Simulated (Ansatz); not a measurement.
Bi (R-3m) under several functionals

**The experiment to reproduce.**

“Structural properties of Bi thin film grown on Si (111) by quasi-van der Waals epitaxy”, 2022, pmc:8854617 quotes, for a bulk crystal of Bi at 300 K: lattice constant a 4.546 ± 0.0005 Å; lattice constant c 11.862 ± 0.001 Å.

Plane-wave DFT in Ansatz with scalar-relativistic PAW potentials. The same structure was relaxed (cell and atoms, symmetry kept) in separate runs at each level. No spin polarisation.

**Question.** How do the levels PBE, PBE+D3(BJ), PBEsol compare?

**Answer.**
| level | cutoff (eV) | k mesh | V (Å³/atom) | a (Å) | c (Å) | B0 (GPa) |
| --- | --- | --- | --- | --- | --- | --- |
| PBEsol | 420 | 12×12×12 | 34.432 | 4.525 | 11.653 | 38 |
| PBE+D3(BJ) | 420 | 12×12×12 | 34.564 | 4.535 | 11.645 | 38 |
| PBE | 420 | 12×12×12 | 36.872 | 4.582 | 12.169 | – |

The usual order of volumes, PBEsol < PBE, holds here (34.432, 36.872 Å³/atom). As a rule PBEsol, built on the gradient expansion of slowly varying densities, lies between LDA and PBE; PBE's stronger gradient term for exchange weakens bonds. Adding D3 to PBE changes the volume by -6.3 %; the term is attractive, so it pulls cells in. In metals the pairwise form ignores screening by the conduction electrons and often pulls in too far.

For PBE: A measured lattice constant a of Bi is 4.546 Å (300 K; quoted in “Structural properties of Bi thin film grown on Si (111) by quasi-van der Waals epitaxy”, 2022, pmc:8854617); the calculated 4.582 Å misses it by +0.8 %. Against the measured lattice constant c of Bi, 11.862 Å (300 K; quoted in “Structural properties of Bi thin film grown on Si (111) by quasi-van der Waals epitaxy”, 2022, pmc:8854617), the calculated 12.169 Å is off by +2.6 %. The calculations are for 0 K without zero-point motion, and in metals axial ratios are sensitive to mesh and smearing.

Spin–orbit coupling is left out, which can shift energies with elements as heavy as these.